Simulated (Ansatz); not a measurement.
Al under changes of volume

One of the cells (15.895 Å³/atom); the others are scaled copies at fixed shape and fractional positions:

```xyz
4
Lattice="2.8271 0.0000 0.0000 -1.4135 2.4483 0.0000 0.0000 0.0000 9.1860" Properties=species:S:1:pos:R:3 pbc="T T T"
Al    1.4135    0.8161    6.8895
Al    0.0000    0.0000    4.5930
Al    0.0000    1.6322    2.2965
Al    0.0000    0.0000    0.0000
```

This isn't the form of Al at room conditions, which is fcc.

```yaml
Program: Ansatz 0.2.0
Functional: PBEsol
Potentials_or_basis: Ansatz PAW
Cutoff: "420 eV (not typed: the program's choice for these potentials)"
k_mesh: 11 × 11 × 3
Occupations: fermi-dirac, width 0.05 eV
Spin: no spin polarisation
```

```csv
volume (Å³/atom),energy over the lowest point (meV/atom),pressure (GPa)
14.942,31.32,8.2
15.260,17.47,5.9
15.578,7.94,3.8
15.895,?,?
16.213,0.00,0.3
16.531,0.89,-1.2
16.849,4.65,-2.6
```

Q: What does the run at 15.895 Å³/atom give?

A: Energy over the lowest point 2.24 meV/atom; pressure 2.0 GPa.

Worked out: A Birch-Murnaghan fit of order 3 (a polynomial in V^(-2/3)) to the other rows has its minimum at 16.28 Å³/atom with B0 = V·E''(V) = 79 GPa and B' = 4.2 at fixed shape and positions, which overstates the stiffness. It gives 2.23 meV/atom at 15.895 Å³/atom, against the run's 2.24, and -dE/dV = 2.0 GPa, against 2.0.

Energies are extrapolated to zero smearing.

Caveats: the PAW data sets come from PBE, with cores solved anew for the run's functional, which leaves a small shift of forces and pressure.
